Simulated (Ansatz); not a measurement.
## WSe₂ (3R-MoS2 type): the band gap by level of theory

All numbers come from Ansatz 0.2.0. The cell comes from a prototype generator: it can be a known phase or a hypothetical one. No magnetic order is allowed.

The cell is WSe₂ built on the 3R-MoS2 prototype; cell and atoms were relaxed with r2SCAN+rVV10. It is trigonal, R3m (No. 160); conventional cell a = 3.302 Å, c = 19.739 Å, 20.71 Å³ an atom. W is surrounded by 6 Se at 2.53 Å; Se is surrounded by 3 W at 2.53 Å.

```
W Se
1.0
     1.65107    0.95325    6.57965
    -1.65107    0.95325    6.57965
     0.00000   -1.90650    6.57965
W Se
1 2
Direct
  0.99998 0.99998 0.99998
  0.41765 0.41765 0.41765
  0.24903 0.24903 0.24903
```

Relaxed lattice by functional, symmetry kept:

| functional | k mesh | a (Å) | c (Å) | volume (Å³/atom) |
| --- | --- | --- | --- | --- |
| PBE-D3(BJ) | 8×8×8 | 3.284 | 19.140 | 19.86 |
| r2SCAN+rVV10 | 8×8×8 | 3.302 | 19.739 | 20.71 |
| PBE-D4 | 8×8×8 | 3.283 | 19.228 | 19.95 |

Gaps on the r2SCAN+rVV10 cell, each the least over its mesh and the special points:

| level | k mesh | gap (eV) | kind | edges | least direct gap (eV) | rough cost |
| --- | --- | --- | --- | --- | --- | --- |
| LDA | 10×10×10 | 1.00 | indirect | T → Γ–S₀ (0.54) | 1.57 | 30 core-seconds |
| PBE | 10×10×10 | 1.07 | indirect | T → Γ–S₀ (0.50) | 1.59 | 27 core-seconds |
| PBE+SOC | 10×10×10 | 0.91 | indirect | T → Γ–S₀ (0.54) | 1.30 | 2.6 core-minutes |
| r2SCAN | 10×10×10 | 1.18 | indirect | T → Γ–S₀ (0.54) | 1.70 | 50 core-seconds |
| HSE06 | 6×6×6 | 1.54 | indirect | T → Γ–S₀ (0.54) | 2.04 | 10 core-minutes |
| PBE0 | 6×6×6 | 2.19 | indirect | T → Γ–S₀ (0.54) | 2.69 | 10 core-minutes |

PBE, PBE+SOC: smearing of 0.02 eV; the others have fixed occupations.
Wave cutoffs: 420 eV, 500 eV (r2SCAN).
Points off the special ones are mesh points or PBE's searched band edges, reused at the other levels.
Costs come from shared machines and give only the order; PBE's includes the band path. The runs had 2 threads of Arm Neoverse V1, on a shared host.

With HSE06 the valence top lies at T and the conduction bottom at Γ–S₀ (0.54 of the way from Γ), 1.54 eV higher; the smallest vertical gap, at H₀–L (0.08 of the way from H₀), is 2.04 eV. Spin-orbit coupling changes the PBE gap by -0.163 eV, to 0.91 eV.

r2SCAN covers 23 % of the step from PBE to HSE06, while HSE06 needs about 11 times r2SCAN's rough cost (on a coarser mesh). Spin-orbit coupling moves PBE's least or direct gap by up to 0.287 eV, so it has to be included where a tenth of an eV counts. All these functionals give a gap of the same kind, indirect.

Only the levels marked +SOC include spin-orbit coupling.
